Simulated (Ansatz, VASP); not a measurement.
**One calculation of CuH5, two programs**

File INCAR:

```
PREC     = Accurate       # precision mode
ENCUT    = 600            # plane-wave cutoff, eV
EDIFF    = 1E-6           # SCF threshold, eV
ISMEAR   = 0              # smearing method
SIGMA    = 0.1            # smearing width, eV
LREAL    = F              # projectors in reciprocal space
LASPH    = T              # aspherical terms in the spheres
NELM     = 100            # most SCF steps
ALGO     = Normal         # electronic algorithm
ISIF     = 3              # what is computed and relaxed
LWAVE    = F              # write WAVECAR
LCHARG   = F              # write CHGCAR
GGA      = PE             # functional
IBRION   = 2              # ionic algorithm
NSW      = 90             # ionic steps
EDIFFG   = -0.04          # ionic threshold
```

KPOINTS

```
regular mesh
0
Gamma
  6 6 6
```

Contents of POSCAR:

```
CuH5
1.0
    0.0000000000      3.0680047100      3.0680047100
    3.0680047100      0.0000000000      3.0680047100
    3.0680047100      3.0680047100      0.0000000000
Cu H
1 5
Direct
    0.0000000000      0.0000000000      0.0000000000
    0.2500000000      0.2500000000      0.2500000000
    0.1250000000      0.6250000000      0.6250000000
    0.6250000000      0.6250000000      0.6250000000
    0.6250000000      0.1250000000      0.6250000000
    0.6250000000      0.6250000000      0.1250000000
```

Input for Ansatz:

```yaml
crystal:
  lattice:
    - [0.0, 3.06800471, 3.06800471]
    - [3.06800471, 0.0, 3.06800471]
    - [3.06800471, 3.06800471, 0.0]
  atoms:
    - { symbol: Cu, position: [0.0, 0.0, 0.0] }
    - { symbol: H, position: [0.25, 0.25, 0.25] }
    - { symbol: H, position: [0.125, 0.625, 0.625] }
    - { symbol: H, position: [0.625, 0.625, 0.625] }
    - { symbol: H, position: [0.625, 0.125, 0.625] }
    - { symbol: H, position: [0.625, 0.625, 0.125] }
basis:
  ecutwfc: 420
kpoints:
  mp_grid: { grid: [6, 6, 6] }
hamiltonian:
  xc: pbe
scf:
  occupations: { method: gaussian, width: 0.1 }
  lower_state_search: "off"
output:
  forces: true
  stress: true
  eigenvalues: true
relax:
  adjacent_minimum: "off"
  f_tol: 0.04
  max_steps: 70
  cell: { stress_tol: 0.4 }
```

Change from the starting cell: species swapped into the ZrNi5 type (F-43m, No. 216).

Alike in both runs: task relaxation of cell and atoms; functional PBE; k mesh 6 × 6 × 6; occupations gaussian, width 0.1 eV; no spin polarisation.

|  | VASP | Ansatz |
| --- | --- | --- |
| version | VASP 6.6.1 | Ansatz 0.2.0 |
| potentials or method | VASP PAW PBE potentials, release 64 (Cu, H) | scalar-relativistic, plane waves, PAW |
| plane-wave cutoff (eV) | 600 | 420 |
| valence electrons in the cell | 16 | 24 |

|  | VASP | Ansatz | Ansatz less VASP |
| --- | --- | --- | --- |
| gap on the k mesh at the Fermi level, each at its own relaxed structure (eV) | none | none | - |
| relaxed volume (Å³/atom) | 4.79 | 4.80 | +0.010 |
| relaxed cell length with the largest relative difference (Å) | 3.438 | 3.440 | +0.0024 |
| energy change over the relaxation (meV/atom) | -555 | -557 | -2.0 |

A gap of «none» marks a metal or a gap that the smearing closes. The two sets of potentials don't hold the same shells in valence.

Caveats: the volume moved by over 15 % at a fixed basis, so the end points are rough.
